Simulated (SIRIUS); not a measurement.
## Sb in SIRIUS: convergence with lmax of the potential

Sb:

```
Sb
1.0
     3.16000    0.00000    0.00000
     0.00000    3.16000    0.00000
     0.00000    0.00000    3.16000
Sb
1
Cartesian
  0.0000 0.0000 0.0000
```

This isn't the form of Sb at room conditions, which is rhombohedral.

* Program: SIRIUS 7.12.0
* Task: convergence study
* Functional: PBEsol
* Potentials or basis: all-electron FP-LAPW
* Cutoff: 149 eV
* Basis: apw+lo standard
* k mesh: 8 × 8 × 8
* Occupations: fermi-dirac, width 0.05 eV
* Spin: no spin polarisation

These are the settings of the first run; the series varies lmax of the potential, with any setting tied to it.

Hardware: 1 thread of Intel(R) Xeon(R) Platinum 8488C (Sapphire Rapids), on a shared host.

**Question.** The values tried are 2, 3, 4, 6, 8, 10, loosest first. From which on does the energy stay within 1 meV/atom of the tightest run that finished?

**Answer.** From 6 on.

| lmax of the potential | energy less the tightest run, at zero smearing (meV/atom) | SCF cycles | CPU time (s) | peak memory (GiB) |
| --- | --- | --- | --- | --- |
| 2 | 14.52 | 7 | 23 | 0.19 |
| 3 | 14.52 | 7 | 23 | 0.2 |
| 4 | -1.67 | 7 | 25 | 0.22 |
| 6 | -0.11 | 7 | 24 | 0.27 |
| 8 | 0.00 | 7 | 36 | 0.33 |
| 10 | 0.00 | 7 | 35 | 0.41 |

The tightest run that finished is the yardstick and may itself not be fully converged.

The run has no spin-orbit coupling, so splittings on Sb are missing.
